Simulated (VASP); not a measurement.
Wanted: the native input for a VASP 6.6.1 run.

- Task: single point
- Functional: RPBE
- Potentials or basis: VASP PAW PBE potentials, release 64 (Au, Cu_pv)
- Cutoff: 520 eV
- k mesh: 9 × 9 × 7
- Occupations: gaussian, width 0.05 eV
- Spin: no spin polarisation
- Further INCAR settings: ALGO = Fast; EDIFF = 1e-07; NBANDS = 21

The structure of CuAu lies in POSCAR:

```
CuAu
1.0
    2.8107494552      0.0000000000      0.0000000000
    0.0000000000      2.8107494552      0.0000000000
    0.0000000000      0.0000000000      3.6850000000
Au Cu
1 1
Cartesian
    0.0000000000      0.0000000000      0.0000000000
    1.4053747276      1.4053747276      1.8425000000
```

The input as run:

INCAR

```
PREC = Accurate
ENCUT = 520
EDIFF = 1E-7
ISMEAR = 0
SIGMA = 0.05
LREAL = False
LASPH = True
NELM = 60
ALGO = Fast
ISIF = 2
LWAVE = False
LCHARG = True
GGA = RP
LELF = True
LVHAR = True
NBANDS = 21
```

KPOINTS

```
Automatic mesh
0
Gamma
  9 9 7
```

Potentials or basis: VASP PAW PBE potentials, release 64 (Au, Cu_pv).

The run is started by

```console
$ cat potpaw_PBE.64/Au/POTCAR potpaw_PBE.64/Cu_pv/POTCAR > POTCAR
$ mpirun -np 1 vasp_std > vasp.out
```

Results of the run:

```
Pressure               : 7.7 GPa
Band gap on the k mesh : none (metal or under the smearing width)
```

Caveat: the PAW data sets were made with another functional, which shifts forces and pressure a little.

It took 23 s on 1 thread of Intel(R) Xeon(R) Platinum 8488C (Sapphire Rapids), with other jobs on the host, peak memory 0.16 GiB.
